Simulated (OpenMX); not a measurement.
SnSe under changes of volume

One of the cells (26.676 Å³/atom); the others are scaled copies at fixed shape and fractional positions:

```
Sn Se
1.0
    11.42000    0.00000    0.00000
     0.00000    4.19000    0.00000
     0.00000    0.00000    4.46000
Sn Se
4 4
Direct
  0.87700 0.75000 0.90900
  0.62300 0.25000 0.40900
  0.37700 0.75000 0.59100
  0.12300 0.25000 0.09100
  0.64300 0.75000 0.98400
  0.85700 0.25000 0.48400
  0.14300 0.75000 0.51600
  0.35700 0.25000 0.01600
```

- Program: OpenMX 3.8.5
- Functional: PBE
- Potentials or basis: OpenMX 2013 PBE set, Sn7.0-s3p2d1, Se7.0-s3p2d1, fixed grid of 150 × 56 × 60 points
- k mesh: 3 × 7 × 7
- Occupations: fermi-dirac, width 0.05 eV
- Spin: no spin polarisation

```tsv
volume (Å³/atom)	energy over the lowest point (meV/atom)	gap on the mesh (eV)	largest force (eV/Å)
25.076	?	?	?
25.609	49.31	0.58	0.680
26.143	31.21	0.63	0.536
26.676	17.63	0.69	0.417
27.210	8.17	0.73	0.323
27.743	2.43	0.77	0.248
28.277	0.00	0.80	0.206
```

Question: What does the run at 25.076 Å³/atom give?

Answer: Energy over the lowest point 72.49 meV/atom; gap on the mesh 0.51 eV; largest force 0.859 eV/Å.

Worked out: A Birch-Murnaghan fit of order 3 (a polynomial in V^(-2/3)) to the other rows has its minimum at 28.43 Å³/atom, just outside them, with B0 = V·E''(V) = 47 GPa and B' = 4.3 at fixed shape and positions, which overstates the stiffness. It gives 72.43 meV/atom at 25.076 Å³/atom, against the run's 72.49. A parabola through the other rows of the gap, of slope 3.24 eV per unit of ln V there, extrapolates to 0.51 eV, against the run's 0.51.

Energies are extrapolated to zero smearing.

Caveats: the basis has few d functions beyond the semicore shells, which can make volumes several per cent too large; spin-orbit coupling is left out, which moves the levels of the heavy elements; an odd mesh through Γ misses points on the zone boundary, where band edges often lie; the basis of atomic orbitals isn't converged, which shifts pressures, moduli and gaps; this functional lacks dispersion, which binds the layers, so the pressure and a relaxed spacing across them are unreliable (some runs).
